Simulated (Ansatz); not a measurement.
**Strain and the gap of KF (zincblende)**

KF built on the zincblende prototype, relaxed with r2SCAN in Ansatz 0.2.0. It is cubic, F-43m (No. 216); a = 5.871 Å in the conventional setting, 25.29 Å³ an atom. Around K lie 4 F at 2.54 Å; around F lie 4 K at 2.54 Å.

The axes x, y and z are those of this cell:
```xyz
2
Lattice="0.0000 2.9354 2.9354 2.9354 0.0000 2.9354 2.9354 2.9354 0.0000" Properties=species:S:1:pos:R:3 pbc="T T T"
K     0.0000    0.0000    0.0000
F     1.4677    1.4677    1.4677
```

Unstrained: PBE gives an indirect gap of 5.169 eV, from W to Γ; the least direct gap is 5.380 eV at Γ. r2SCAN gives an indirect gap of 5.748 eV, from W to Γ; the least direct gap is 5.957 eV at Γ. With HSE06 the valence top lies at W and the conduction bottom at Γ, 7.038 eV higher; the smallest vertical gap, at Γ, is 7.256 eV. Meshes: PBE 8×8×8, r2SCAN 8×8×8, HSE06 6×6×6. Strains are changes of length per length. After each strain the atoms were relaxed again with r2SCAN within the symmetry that the strain leaves, so tilts or polar shifts that break it weren't tested; points keep the names that they have in the unstrained zone. (Calculated; spin-unpolarised; the phase may be known or hypothetical.)

Changes of the least gap in eV (an overlap counts as a negative gap):
```csv
strain,volume change (%),space group,PBE,r2SCAN,HSE06,"energy rise, r2SCAN (meV/atom)"
"epitaxial -2.26 % in the plane normal to [111], free normal strain +2.67 %",-1.9,R3m,+0.042,+0.040,+0.048,2.4
"biaxial -1.76 % in x and y, z held",-3.5,I-4m2,+0.095,+0.085,+0.104,2.6
uniaxial +4.29 % along z,+4.3,I-4m2,-0.122,-0.110,-0.133,3.3
```

Epitaxial -2.26 % in the plane normal to [111], free normal strain +2.67 %. HSE06: the gap goes from 7.038 to 7.086 eV (+0.048 eV); the edges move from W → Γ to X → Γ. Stress change with r2SCAN, compression positive: xx +0.40, yy +0.40, zz +0.40, xy -0.22, xz -0.22, yz -0.22 GPa.

Biaxial -1.76 % in x and y, z held. HSE06: the gap goes from 7.038 to 7.142 eV (+0.104 eV). Stress change with r2SCAN, compression positive: xx +0.90, yy +0.90, zz +0.90 GPa.

Uniaxial +4.29 % along z, other directions held. HSE06: the gap goes from 7.038 to 6.905 eV (-0.133 eV); the edges move from W → Γ to X → Γ. Stress change with r2SCAN, compression positive: xx -0.86, yy -0.86, zz -1.02 GPa.

The meshes of the hybrids are coarse, so their gaps aren't converged to the digits shown.
